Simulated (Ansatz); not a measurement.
Crystal: As.

```
As
1.0
     1.88080    1.08588    3.51406
    -1.88080    1.08588    3.51406
     0.00000   -2.17176    3.51406
As
2
Cartesian
  0.0000 0.0000 2.3825
  0.0000 0.0000 8.1597
```

| Property | Result |
| --- | --- |
| Program | Ansatz 0.2.0 |
| Task | relaxation of cell and atoms |
| Functional | RPBE |
| Potentials or basis | Ansatz PAW |
| Cutoff | 420 eV (not typed: the program's choice for these potentials) |
| k mesh | 9 × 9 × 9 |
| Occupations | fermi-dirac, width 0.05 eV |
| Spin | no spin polarisation |

At the start: volume 21.53 Å³/atom.

How do energy, volume and symmetry change on relaxing?

It ends after 37 steps and the volume is 39.81 Å³/atom (+84.9 %); space group R-3m (No. 166, to 0.05 Å).

Step by step:
```csv
step,energy change (eV),largest force (eV/Å),volume (Å³)
1,0.0000,0.4610,43.06
2,-0.0498,0.1485,48.06
3,-0.0590,0.0972,47.27
4,-0.0616,0.0523,47.38
5,-0.0668,0.0239,48.48
6,-0.0702,0.0407,49.89
7,-0.0705,0.0109,50.09
8,-0.0705,0.0047,50.27
9,-0.0790,0.0022,50.27
10,-0.0883,0.0035,51.62
11,-0.0981,0.0520,53.06
12,-0.1093,0.0774,54.51
13,-0.1193,0.0858,55.93
14,-0.1228,0.0884,58.43
15,-0.1245,0.0413,57.66
16,-0.1245,0.0032,57.75
17,-0.1435,0.0072,57.75
18,-0.1587,0.0238,59.48
19,-0.1714,0.0054,61.35
20,-0.1811,0.0043,63.27
21,-0.1869,0.0167,65.21
22,-0.1877,0.0455,66.42
23,-0.1879,0.0005,66.52
24,-0.1879,0.0007,66.32
25,-0.1960,0.0028,66.32
26,-0.2004,0.0025,67.82
27,-0.2048,0.0014,69.87
28,-0.2076,0.0262,71.77
29,-0.2086,0.0172,73.71
30,-0.2086,0.0010,73.87
31,-0.2086,0.0016,74.05
32,-0.2114,0.0001,74.05
33,-0.2125,0.0063,75.48
34,-0.2133,0.0200,77.46
35,-0.2135,0.0276,79.41
36,-0.2135,0.0009,79.63
37,-0.2144,0.0004,79.63
```

Final structure:
```
As
1.0
     1.82348    1.05279    6.91312
    -1.82348    1.05279    6.91312
     0.00000   -2.10557    6.91312
As
2
Direct
  0.20016 0.20016 0.20016
  0.79984 0.79984 0.79984
```

Caveat: the volume moved by over 15 % at a fixed basis, so the end points are rough; the plane-wave basis is chosen anew once the cell has moved, so the energies of steps on either side of that aren't comparable; the volume moved by +85 % from the deposited cell, more than functionals usually miss; the PAW data sets come from PBE, with cores solved anew for the run's functional, which leaves a small shift of forces and pressure.
